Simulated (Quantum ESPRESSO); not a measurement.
Runs of Quantum ESPRESSO 7.5 on SnTe. The structure is cubic, space group Fm-3m (No. 225). The conventional cell has a = 6.302 Å, b = 6.302 Å, c = 6.302 Å, α = 90.00°, β = 90.00°, γ = 90.00°. Around Te (site symmetry m-3m) lie 6 Sn at 3.15 Å. Around Sn (site symmetry m-3m) lie 6 Te at 3.15 Å. 

```tsv
level	ASE optimiser	dispersion computed by	rVV10 parameter b	pressure (GPa)	relaxed volume (Å³/atom)
PBEsol	BFGS	-	-	0.1	(a)
PBEsol+D3	LBFGS	-	-	0.1	30.37
PBEsol+D4	LBFGS	dftd4 4.3.1 through ASE	-	0.1	(b)
PBEsol+D3(BJ)	BFGS	-	-	0.0	29.69
PBEsol+rVV10	BFGS	-	6.3	0.0	29.68
```

Alike in all rows: task relaxation of cell and atoms; potentials or basis GBRV 1.5 PBEsol; no spin polarisation; cell relaxed; k mesh 7 × 7 × 7; cutoff (eV) 925; smearing fermi-dirac 0.05 eV.

Question: Estimate the missing entries.

Answer: (a) 30.81; (b) 30.01.

Caveats: rVV10's parameter b was fitted to another functional (some runs).
